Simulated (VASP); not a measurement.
Runs of VASP 6.6.1 on CsI. All rows change the cell; the cell of one of them follows. It takes space group Pm-3m (No. 221, cubic). Conventional cell: a = 4.597 Å, b = 4.597 Å, c = 4.597 Å, α = 90.00°, β = 90.00°, γ = 90.00°. Cs (site symmetry m-3m) is surrounded by 8 I at 3.98 Å. I (site symmetry m-3m) has 8 Cs at 3.98 Å as nearest neighbours. 

```tsv
cell	gap on the mesh (eV)	pressure (GPa)
volume scaled by 1.02	3.81	0.5
volume scaled by 1.04	3.75	0.3
volume scaled by 0.96	4.02	(b)
volume scaled by 0.98	3.94	(a)
```

Alike in all rows: task single point; level PBE; potentials or basis VASP PAW PBE potentials, release 64 (Cs_sv, I); no spin polarisation; k mesh 6 × 6 × 6; cutoff (eV) 520; smearing fermi-dirac 0.05 eV.

Question: Fill in the values left out.

Answer: (a) 1.1; (b) 1.4.

Caveats: spin-orbit coupling is left out, which moves the levels of the heavy elements.

A k mesh can miss the band edges, and the runs leave out spin-orbit coupling on Cs, I.
